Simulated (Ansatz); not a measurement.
# Quasiparticle gap of Ga3AsP2 (zincblende [001] superlattice), part 2 of 2

How far does one-shot GW move the PBEsol gap of Ga3AsP2 (zincblende [001] superlattice)?

Ansatz 0.2.0; PBEsol, then G0W0 on it, plane waves, PAW. Known limits of the many-body steps: finite bands, screening cutoff and k mesh; no spin-orbit coupling in G0W0; d shells not analysed.

So far. Step 2 (The PBEsol band structure): Over mesh and path the gap is 1.253 eV, direct, at k = Γ.

## Step 3: G0W0 on the 4×4×2 mesh

G0W0 replaces the xc potential by a self-energy built once from the orbitals of the start. Levels are corrected in the window of bands that the input names, at points of the mesh.

This step: G0W0 on PBEsol, plane waves, PAW; PAW set soft_1.

Input file input.yaml:

```yaml
crystal:
  lattice:
    - [3.9000961645, 0.0, 0.0]
    - [0.0, 3.9000961645, 0.0]
    - [0.0, 0.0, 16.5097913006]
  atoms:
    - { symbol: Ga, position: [0.0, 0.0, 0.0406770084] }
    - { symbol: As, position: [0.5, 0.0, 0.1281726223] }
    - { symbol: Ga, position: [0.5, 0.5, 0.215535208] }
    - { symbol: As, position: [0.0, 0.5, 0.3028977937] }
    - { symbol: Ga, position: [0.0, 0.0, 0.3903934076] }
    - { symbol: P, position: [0.5, 0.0, 0.4716572027] }
    - { symbol: Ga, position: [0.5, 0.5, 0.5530310174] }
    - { symbol: P, position: [0.0, 0.5, 0.6342792214] }
    - { symbol: Ga, position: [0.0, 0.0, 0.715535208] }
    - { symbol: P, position: [0.5, 0.0, 0.7967911945] }
    - { symbol: Ga, position: [0.5, 0.5, 0.8780393986] }
    - { symbol: P, position: [0.0, 0.5, 0.9594132133] }
kpoints:
  mp_grid: { grid: [4, 4, 2] }
hamiltonian:
  xc: pbesol
  pseudopotentials: { kind: paw, azcp: { folder: soft_1 }, xc_functional: pbe }
scf:
  occupations: { method: fixed }
gw:
  n_empty_bands: 1047
  ecut_chi: 150.0
  qp_bands: [v4, c4]
  qp_kpoints: band_edges
  screening: { model: contour_deformation }
```

Command:

```bash
$ ansatz run input.yaml --threads 2 --pin off --max-ram 73728MiB --backend cuda --events-out ev --progress --plain --runs-dir out --devices 1 --max-vram 13GiB
```

Numbers of over 12 decimals in the logs are rounded to 6 here.

The log of the run:

```text
GPUs: using 1 of 1 available (devices: 1).
[...]
GPU FFT provider: cuFFT
GPU libraries: cuBLAS 13.8.2, cuFFT 12.4.0, cuSOLVER 12.3.4
Crystal: 12 atoms, lattice volume = 251.126 Å³
Basis set: ecut = 420 eV, 4943 PW (Γ)
Bands: 77, of which v1, the nominal top of the filled ones, is band 64 counted from 1 (63 counted from 0)
Symmetry: 8 space group operations
[...]
k-points: 12 of 32
[...]
GPU buffer pool allocated for 87480 grid points (all kernels)
[...]
SCF iter   1: F=—  HF=-35050.959198 eV  |F-HF|=—  |Δ(HF+E_count)|=         —  Δρ=4.54e-2  dr2=7.22e0  ethr=3.10e-3  ⟨swp⟩=5.5  Hψ=3099  notcnv=0  defer=107
[...]
SCF iter  11: F=-35049.594392 eV  HF=-35049.594392 eV  |F-HF|=1.32e-8  |Δ(HF+E_count)|=   2.49e-8  Δρ=1.84e-6  dr2=1.00e-8  ethr=4.45e-11  ⟨swp⟩=3.2  Hψ=2428  notcnv=0
SCF 1 converged in 11 iterations: F = -35049.594392 eV  dr2 = 1.00e-8
[...]
NSCF: frozen V_eff on 12 k-points
the band table was solved once the SCF had ended and its energy, with any forces and stress, was formed, with the checks that follow a solve (3764 applications of the Hamiltonian). They found nothing against the state; the energy, forces and stress were not computed again (output.eigenvalues in the input reference)
[...]
G₀W₀ screening: q 1/12
[... further progress lines ...]
SCF converged after 11 iterations
Free energy (F): -35049.594392 eV
[...]
Internal energy: -35049.594392 eV  (E = F + TS)
E sigma→0 (E₀):  -35049.594392 eV
Fermi energy:    7.397879 eV
[...]
--- Band table (eV; the first three rows and the last of 12) ---
  k-point 0: bands = [... 60 lower, 6.3607, 7.3345, 7.3979, 7.3979, 8.6439, 8.6797, 8.7330, 8.9017, ... 9 higher]
  k-point 1: bands = [... 60 lower, 6.8627, 6.8627, 7.1942, 7.1942, 8.6480, 8.6578, 9.1600, 9.2776, ... 9 higher]
  k-point 2: bands = [... 60 lower, 6.4245, 6.5111, 6.5577, 7.1659, 9.1947, 9.2408, 9.2930, 9.6721, ... 9 higher]
  k-point 11: bands = [... 60 lower, 4.3803, 4.4291, 4.4761, 4.4761, 9.2506, 9.2506, 9.4163, 9.4163, ... 9 higher]
--- G₀W₀: contour deformation, 7 samples at zero and on the imaginary axis and 1 off it, 32 q-points, 1047 empty bands' worth ---
  eigenvalues of the whole cell's RPA ε∞ on this k-mesh (on a slab, of 1 + 4πα/V) = 12.8315, 16.9117, 16.9117; static W/v taken at q = 0 is 0.054656
  bands read: the sum over 1111 bands ends inside a degenerate multiplet in 1 slot, whose members it reads at an even weight; the widest, k=0: bands 1111 to 1112 (counted from 1) at 1/2 each
  gw.qp_kpoints: band_edges: 8 of 12 stored k-points solved, in 1 pass; an edge of the gap read off the rows below is read off those points alone
    valence top: of the k-points left out ik 6 came nearest to being solved in a further pass, in band 64 (counted from 1, as in the quasiparticle table): it holds the edge there only if its correction is more favourable than any solved in that band by at least 1.197 eV; those differ by 0.057 eV
    conduction bottom: of the k-points left out ik 6 came nearest to being solved in a further pass, in band 65 (counted from 1, as in the quasiparticle table): it holds the edge there only if its correction is more favourable than any solved in that band by at least 0.653 eV; those differ by 0.263 eV
    ik  band        ε_KS         Σx   Σc(E_QP)       V_xc       Z   E_QP_lin       E_QP  E_QP is
     0    61      6.3607   -16.4112     1.4664   -14.3806  0.7578     5.7909     5.7965  root
     0    62      7.3345   -16.7180     0.7980   -15.4086  0.7679     6.8200     6.8231  root
     0    63      7.3979   -17.0508     1.1073   -15.3993  0.7673     6.8496     6.8537  root
     0    64      7.3979   -17.0508     1.1073   -15.3993  0.7673     6.8496     6.8537  root
     0    65      8.6439   -11.0459    -3.9561   -15.3083  0.7789     8.9513     8.9502  root
     0    66      8.6797    -6.9389    -3.9004   -10.9206  0.7858     8.7611     8.7609  root
     0    67      8.7330    -7.8845    -3.9719   -12.0249  0.7808     8.9018     8.9015  root
     0    68      8.9017    -7.3421    -3.9527   -11.4150  0.7840     9.0220     9.0217  root
     1    61      6.8627   -16.8025     1.2912   -14.9564  0.7600     6.3030     6.3078  root
     1    62      6.8627   -16.8025     1.2912   -14.9564  0.7600     6.3030     6.3078  root
     1    63      7.1942   -16.6897     1.1374   -15.0129  0.7680     6.6505     6.6548  root
     1    64      7.1942   -16.6897     1.1374   -15.0129  0.7680     6.6505     6.6548  root
     1    65      8.6480    -7.4899    -3.9216   -11.5419  0.7829     8.7786     8.7783  root
     1    66      8.6578    -7.0753    -3.8928   -11.0585  0.7855     8.7483     8.7481  root
     1    67      9.1600    -7.4171    -4.0725   -11.6352  0.7789     9.3058     9.3055  root
     1    68      9.2776    -7.4155    -4.0846   -11.6459  0.7794     9.4236     9.4233  root
     2    61      6.4245   -16.6190     1.4780   -14.5701  0.7576     5.8480     5.8536  root
     2    62      6.5111   -16.2953     1.1170   -14.6491  0.7631     5.9778     5.9819  root
     2    63      6.5577   -16.2727     1.1075   -14.6352  0.7638     6.0235     6.0277  root
     2    64      7.1659   -16.8985     1.2056   -15.1415  0.7666     6.6099     6.6145  root
     2    65      9.1947    -8.9441    -4.0084   -13.1547  0.7779     9.3975     9.3969  root
     2    66      9.2408    -8.6401    -4.0278   -12.8647  0.7792     9.4381     9.4376  root
     2    67      9.2930    -8.9025    -4.0310   -13.1369  0.7783     9.4970     9.4964  root
     2    68      9.6721    -7.9772    -4.1909   -12.3384  0.7747     9.8428     9.8423  root
     3    61      6.4509   -16.1672     1.1640   -14.4714  0.7621     5.9147     5.9191  root
     3    62      6.4890   -16.2044     1.1287   -14.5459  0.7635     5.9550     5.9593  root
     3    63      6.7160   -16.8410     1.3815   -14.8942  0.7588     6.1457     6.1508  root
     3    64      7.0984   -16.7747     1.2185   -15.0056  0.7673     6.5432     6.5478  root
     3    65      9.2602    -7.7352    -4.0893   -11.9831  0.7785     9.4192     9.4188  root
     3    66      9.3867    -9.3417    -4.0480   -13.6259  0.7778     9.6237     9.6229  root
     3    67      9.4445    -9.1024    -4.1236   -13.4522  0.7752     9.6715     9.6708  root
     3    68      9.5297    -8.1975    -4.1201   -12.4885  0.7769     9.7010     9.7006  root
     4    61      5.9602   -16.5929     1.6812   -14.3244  0.7519     5.3667     5.3729  root
     4    62      5.9692   -16.6192     1.6839   -14.3482  0.7517     5.3759     5.3821  root
     4    63      6.5597   -16.4837     1.4318   -14.4810  0.7640     5.9830     5.9888  root
     4    64      6.5750   -16.5367     1.4377   -14.5265  0.7640     5.9968     6.0025  root
     4    65      9.2405    -9.7164    -3.9957   -13.9351  0.7757     9.4641     9.4635  root
     4    66      9.2425    -9.7076    -3.9955   -13.9143  0.7749     9.4543     9.4537  root
     4    67      9.3078    -9.5895    -4.0136   -13.8131  0.7757     9.5184     9.5178  root
     4    68      9.3093    -9.5957    -4.0198   -13.8376  0.7762     9.5321     9.5314  root
[...]
10    65      8.7878    -7.0032    -3.7449   -10.7915  0.7912     8.8312     8.8312  root
    10    66      8.7878    -7.0032    -3.7449   -10.7915  0.7912     8.8312     8.8312  root
    10    67      9.0123    -8.0533    -3.8410   -12.0347  0.7844     9.1529     9.1526  root
    10    68      9.0126    -8.0541    -3.8408   -12.0354  0.7844     9.1533     9.1530  root
    11    61      4.3803   -15.6798     2.0896   -13.0032  0.7347     3.7854     3.7933  root
    11    62      4.4291   -15.6532     2.0610   -13.0017  0.7365     3.8318     3.8387  root
    11    63      4.4761   -15.4172     1.9576   -12.8756  0.7408     3.8836     3.8922  root
    11    64      4.4761   -15.4172     1.9576   -12.8756  0.7408     3.8836     3.8922  root
    11    65      9.2506    -7.2471    -3.8587   -11.1655  0.7863     9.3103     9.3102  root
    11    66      9.2506    -7.2471    -3.8587   -11.1655  0.7863     9.3103     9.3102  root
    11    67      9.4163    -7.1547    -3.8860   -11.0877  0.7860     9.4634     9.4634  root
    11    68      9.4163    -7.1547    -3.8860   -11.0877  0.7860     9.4634     9.4634  root
```

The job ended after 88 s (1 × NVIDIA H100 80GB HBM3 (shared by 6 runs) with 2 threads of AMD EPYC 7R13 (Zen 3), shared host; peak memory 4.5 GiB; 2.5 min of CPU time).

This step gave:

* bands summed: 1111
* RPA ε∞ on this mesh (eigenvalues): 12.83, 16.91, 16.91
* plane waves in the screening matrix: 1045
* q-points in the mesh: 32
* G0W0 gap over the corrected points: 1.894 eV
* k of the valence top: 0, 0, 0
* k of the conduction bottom: 0, 0, -0.5
* starting gap on the mesh: 1.246 eV
* Z at the valence top: 0.7673
* Z at the conduction bottom: 0.7855
* least direct G0W0 gap over the corrected points: 1.907 eV

Over 8 of 12 irreducible mesh points the G0W0 gap is 1.894 eV, from k = Γ to k = (0.000, 0.000, -0.500). The PBEsol gap of this run on the mesh is 1.246 eV. Other states bound it: the two that bound the G0W0 gap lie 1.260 eV apart in PBEsol, so state for state the correction is 1.894 − 1.260 = +0.634 eV, while gap against gap it is 1.894 − 1.246 = +0.648 eV. The start of this run differs from the step before in mesh (6×6×2 and 4×4×2).

Labels follow the order of the start: v1 is the top filled band, c1 the lowest empty one; levels that stay degenerate share a row, the window can cut a multiplet, doubted levels are not marked in this list, bands outside the window were not corrected, and the list may be a part of the corrected levels. The levels before and after the correction (eV, zero at the valence-band top of each column):

```tsv
	conduction bottom	valence top
Kohn-Sham	1.25	0.00
G0W0	1.89	0.00
```

```tsv
	level	occupation	energy (eV)
Kohn-Sham	Γ v3	2	-0.063
Kohn-Sham	Γ v2-v1	2	0.000
Kohn-Sham	Γ c1	0	1.246
Kohn-Sham	Γ c2	0	1.282
Kohn-Sham	Γ c3	0	1.335
Kohn-Sham	(0 0 -0.5) v3	2	-0.535
Kohn-Sham	(0 0 -0.5) v2-v1	2	-0.204
Kohn-Sham	(0 0 -0.5) c1	0	1.250
Kohn-Sham	(0 0 -0.5) c2	0	1.260
Kohn-Sham	(0 0 -0.5) c3	0	1.762
G0W0	Γ v3	2	-0.031
G0W0	Γ v2-v1	2	0.000
G0W0	Γ c1	0	2.097
G0W0	Γ c2	0	1.907
G0W0	Γ c3	0	2.048
G0W0	(0 0 -0.5) v3	2	-0.546
G0W0	(0 0 -0.5) v2-v1	2	-0.199
G0W0	(0 0 -0.5) c1	0	1.925
G0W0	(0 0 -0.5) c2	0	1.894
G0W0	(0 0 -0.5) c3	0	2.452
```

The parts of the quasiparticle energy for the two states that bound the G0W0 gap, in eV on the run's own scale (QP = start + Σx + Σc − Vxc, with Σc at the quasiparticle energy):

```tsv
edge	k	band	start	Σx	Σc	Vxc	Z	QP
valence top	Γ	63	7.398	−17.051	1.107	−15.399	0.767	6.854
conduction bottom	(0.000, 0.000, -0.500)	66	8.658	−7.075	−3.893	−11.059	0.785	8.748
```

## Step 4: Spin-orbit coupling

This run has two-component orbitals with spin-orbit coupling.

This step: DFT, PBEsol with spin-orbit coupling, plane waves, PAW; PAW set soft_1.

input.yaml, as its differences from that of step 3:

```diff
@@ -19,13 +19,22 @@
 kpoints:
-  mp_grid: { grid: [4, 4, 2] }
+  mp_grid: { grid: [6, 6, 2] }
+  band_path:
+    path:
+      - [0.0, 0.0, 0.0]
+      - [0.0, 0.5, 0.0]
+      - [0.5, 0.5, 0.0]
+      - [0.0, 0.0, 0.5]
+      - [0.0, 0.5, 0.5]
+      - [0.5, 0.5, 0.5]
+    npoints: 1
 hamiltonian:
   xc: pbesol
-  pseudopotentials: { kind: paw, azcp: { folder: soft_1 }, xc_functional: pbe }
+  pseudopotentials: { kind: paw_fr, azcp: { folder: soft_1 }, xc_functional: pbe }
 scf:
-  occupations: { method: fixed }
-gw:
-  n_empty_bands: 1047
-  ecut_chi: 150.0
-  qp_bands: [v4, c4]
-  qp_kpoints: band_edges
-  screening: { model: contour_deformation }
+  occupations: { method: fermi_dirac, width: 0.02 }
+  n_extra_bands: 16
+magnetization:
+  noncollinear: true
+  spin_orbit: true
+output:
+  eigenvalues: true
```

The log of the run:

```text
[...]
GPUs: using 1 of 1 available (devices: 1).
[...]
non-collinear run that drives no moment, with spin-orbit: no starting moment large enough to seed its density (crystal.atoms[].spin), no starting occupations that ask for one, no magnetisation constraint and no magnetic field, so the semilocal B_xc is pinned to zero
[...]
GPU FFT provider: cuFFT
GPU libraries: cuBLAS 13.8.2, cuFFT 12.4.0, cuSOLVER 12.3.4
Crystal: 12 atoms, lattice volume = 251.126 Å³
Basis set: ecut = 420 eV, 4943 PW (Γ)
Bands: 144, of which v1, the nominal top of the filled ones, is band 128 counted from 1 (127 counted from 0)
Symmetry: 8 space group operations + 8 with time reversal
[...]
k-points: 20 of 72
Projection manifold: j_resolved (fully-relativistic pseudo-atomic orbitals)
[...]
GPU buffer pool allocated for 87480 grid points (all kernels)
[...]
SCF iter   1: F=—  HF=-35051.920776 eV  |F-HF|=—  |Δ(HF+E_count)|=         —  Δρ=4.52e-2  dr2=7.13e0  dr2_m=0.00e0 (ungated)  ethr=3.10e-3  |M|=0.00e0 ∫|m|=0.00e0 μB  |m|>n=0.0e0 m-floor=0.0e0 τ_xc=0.0e0  β_m=0.30  ⟨swp⟩=7.1  Hψ=14163  notcnv=0  defer=5
[...]
spin=Noncollinear: Resta preconditioning applied to the charge; magnetization (m_x, m_y, m_z) channels mix plain (no charge-response kernel on spin).
SCF iter   2: F=—  HF=-35051.093736 eV  |F-HF|=—  |Δ(HF+E_count)|=   8.27e-1  Δρ=3.31e-2  dr2=2.48e0  dr2_m=0.00e0 (ungated)  ethr=3.10e-3  |M|=0.00e0 ∫|m|=0.00e0 μB  |m|>n=0.0e0 m-floor=0.0e0 τ_xc=0.0e0  β_m=0.57  ⟨swp⟩=2.5  Hψ=3586  notcnv=0  defer=137
[...]
SCF iter  11: F=-35050.578890 eV  HF=-35050.578890 eV  |F-HF|=7.51e-9  |Δ(HF+E_count)|=   4.08e-8  Δρ=1.72e-6  dr2=7.95e-9  dr2_m=0.00e0 (ungated)  ethr=5.13e-11  |M|=0.00e0 ∫|m|=0.00e0 μB  |m|>n=0.0e0 m-floor=0.0e0 τ_xc=0.0e0  ⟨swp⟩=3.2  Hψ=8027  notcnv=0
SCF 1 converged in 11 iterations: F = -35050.578890 eV  dr2 = 7.95e-9
[...]
SCF converged after 11 iterations
Magnetization: |M| = 0.0000 μB,  M = (+0.0000, +0.0000, +0.0000) μB
Absolute magnetization: 0.0000 μB (∫|m|)
  site 0: m = (+0.0000, +0.0000, +0.0000) μB, |m| = 0.0000 μB  (R = 0.98 Å)
  site 1: m = (+0.0000, +0.0000, +0.0000) μB, |m| = 0.0000 μB  (R = 1.00 Å)
  site 2: m = (+0.0000, +0.0000, +0.0000) μB, |m| = 0.0000 μB  (R = 1.00 Å)
  site 3: m = (+0.0000, +0.0000, +0.0000) μB, |m| = 0.0000 μB  (R = 1.00 Å)
  site 4: m = (+0.0000, +0.0000, +0.0000) μB, |m| = 0.0000 μB  (R = 0.98 Å)
  site 5: m = (+0.0000, +0.0000, +0.0000) μB, |m| = 0.0000 μB  (R = 0.98 Å)
  site 6: m = (+0.0000, +0.0000, +0.0000) μB, |m| = 0.0000 μB  (R = 0.98 Å)
  site 7: m = (+0.0000, +0.0000, +0.0000) μB, |m| = 0.0000 μB  (R = 0.98 Å)
  site 8: m = (+0.0000, +0.0000, +0.0000) μB, |m| = 0.0000 μB  (R = 0.98 Å)
  site 9: m = (+0.0000, +0.0000, +0.0000) μB, |m| = 0.0000 μB  (R = 0.98 Å)
  site 10: m = (+0.0000, +0.0000, +0.0000) μB, |m| = 0.0000 μB  (R = 0.98 Å)
  site 11: m = (+0.0000, +0.0000, +0.0000) μB, |m| = 0.0000 μB  (R = 0.98 Å)
Free energy (F): -35050.578890 eV
[...]
Internal energy: -35050.578890 eV  (E = F + TS)
E sigma→0 (E₀):  -35050.578890 eV
Fermi energy:    8.035706 eV
[...]
--- Band table (eV; the first three rows and the last of 20) ---
  k-point 0: bands = [... 124 lower, 7.4052, 7.4052, 7.4522, 7.4522, 8.6356, 8.6356, 8.6782, 8.6782, ... 12 higher]
  k-point 1: bands = [... 124 lower, 7.1112, 7.1112, 7.2504, 7.2504, 8.6445, 8.6445, 8.6557, 8.6557, ... 12 higher]
  k-point 2: bands = [... 124 lower, 6.6349, 6.6461, 7.2874, 7.2925, 8.9902, 8.9912, 9.4062, 9.4063, ... 12 higher]
  k-point 19: bands = [... 124 lower, 4.4669, 4.4669, 4.4852, 4.4852, 9.2324, 9.2324, 9.2570, 9.2570, ... 12 higher]
```

Elapsed: 7.9 s, on 1 × NVIDIA H100 80GB HBM3 (shared by 6 runs) with 2 threads; peak memory 1.2 GiB; 11 s of CPU time.

Numbers from this step:

- gap: 1.183 eV
- valence top at: Γ
- conduction bottom at: Γ
- least direct gap: 1.183 eV

Over mesh and listed points the gap is 1.183 eV, direct, at k = Γ. PBEsol+SOC against PBEsol: 1.183 − 1.253 = −0.070 eV, with the same mesh, set of files (read in its fully relativistic form for the spin-orbit run) and cutoff, and both edges at the same k points. The spin-orbit run sees mesh and listed points alone, so its gap is an upper bound: the coupling can move an edge off these points, the more so as this crystal has no centre of inversion, and the change over the zone, its sign included where it is small, is not known.

## Step 5: Side by side

Each gap is the least one over the points named; times are wall times on shared hosts, not benchmarks. A G0W0 time includes the run's own self-consistent start. Runs with listed points see these and the mesh alone, so an edge that moves elsewhere is missed. Rows marked * are further runs, not shown as steps, whose inputs differ from the G0W0 step on the same start in the columns given; solver thresholds can differ too.

```tsv
level	mesh	files, cutoff	bands summed, screening	points	gap (eV)	valence top	conduction bottom	least direct gap (eV)	time
PBEsol	6×6×2	soft_1 PAW, 420 eV	-	mesh and path	1.253	Γ	Γ	1.253	7.5 s
PBEsol+SOC	6×6×2	soft_1 PAW, 420 eV	-	mesh and listed points	1.183	Γ	Γ	1.183	7.9 s
G0W0@PBEsol*	4×4×2	soft_1 PAW, 420 eV	329, 60 eV	8 of 12 irreducible mesh points	1.709	Γ	(0.000, 0.000, -0.500)	1.713	22 s
G0W0@PBEsol	4×4×2	soft_1 PAW, 420 eV	1111, 150 eV	8 of 12 irreducible mesh points	1.894	Γ	(0.000, 0.000, -0.500)	1.907	88 s
```

## Step 6: What came out

* PBEsol gap over mesh and path: 1.253 eV, direct, at k = Γ
* G0W0@PBEsol gap over 8 of 12 irreducible mesh points: 1.894 eV, from k = Γ to k = (0.000, 0.000, -0.500)
* PBEsol+SOC gap over mesh and listed points: 1.183 eV
* GW settings: 4×4×2 mesh, 1047 empty bands, screening to 150 eV, PAW set soft_1 files
* known limits: finite bands, screening cutoff and k mesh; no spin-orbit coupling in G0W0; d shells not analysed

What this shows: Over 8 of 12 irreducible mesh points the G0W0 gap is 1.894 eV, from k = Γ to k = (0.000, 0.000, -0.500). The PBEsol gap of this run on the mesh is 1.246 eV. Other states bound it: the two that bound the G0W0 gap lie 1.260 eV apart in PBEsol, so state for state the correction is 1.894 − 1.260 = +0.634 eV, while gap against gap it is 1.894 − 1.246 = +0.648 eV. The valence state moves by 6.854 − 7.398 = −0.544 eV and the conduction state by 8.748 − 8.658 = +0.090 eV, on the run's own scale; with 329 bands the edge states move by −0.137 and +0.312 eV, so the split between the edges depends on the bands and cutoff. Both edges that PBEsol shows over mesh and path lie at k points where levels were corrected. G0W0 has the conduction bottom at another k point than that. Levels at other points were not corrected, so a lower G0W0 gap elsewhere in the zone is not ruled out. From 329 bands and 60 eV to 1111 bands and 150 eV the gap moves by 1.894 − 1.709 = +0.185 eV; bands and screening cutoff rise together, so their parts are not told apart. Two runs can't test a law of convergence, so the limit is not known. PBEsol+SOC against PBEsol: 1.183 − 1.253 = −0.070 eV, with the same mesh, set of files (read in its fully relativistic form for the spin-orbit run) and cutoff, and both edges at the same k points. The spin-orbit run sees mesh and listed points alone, so its gap is an upper bound: the coupling can move an edge off these points, the more so as this crystal has no centre of inversion, and the change over the zone, its sign included where it is small, is not known. What spin-orbit coupling does to the G0W0 levels was not computed, so no sum with the G0W0 gap is formed. The G0W0 runs are scalar-relativistic. One-shot GW is known to converge slowly in bands for compounds with shallow d shells. The cell holds Ga; the filling of the d shell and its place against the gap were not analysed here. No pair of G0W0 runs that differ in the mesh alone is shown (4×4×2 is a supercell whose nearest images lie 16 Å apart), so the error from the mesh is not known here. G0W0 is shown with one set of atomic data (soft_1 PAW), so the error from the files is not known here.

[Paths, hosts, dates, memory and timing lines, banners, echoed tables and standing remarks are left out of the program output.]

[Logs are printed without paths, hosts, clocks, repeated set-up lines and the standing remarks that a program may print on its own settings, such as how far it seeks lower states.]

[Runs of the session that timed out or met a known fault of the program may be left out.]

[Cells called generated may have been cut or substituted from an entry of the Crystallography Open Database or the Materials Project.]

[Hosts, paths, dates, database ids (printed as entryN), source tags and the programs' standing remarks are cut or masked in the printed files.]

[Where an RPA ε∞ is given, it is that of the G0W0 mesh and is not shown converged in it. Names of k-points follow the symmetry that the program found, which can be lower than the space group named. Band edges on a path are those of the sampled points; other points can move an edge, and change direct to indirect where valleys lie close.]

[Hybrid gaps are those of their k-mesh and are not shown converged in it.]
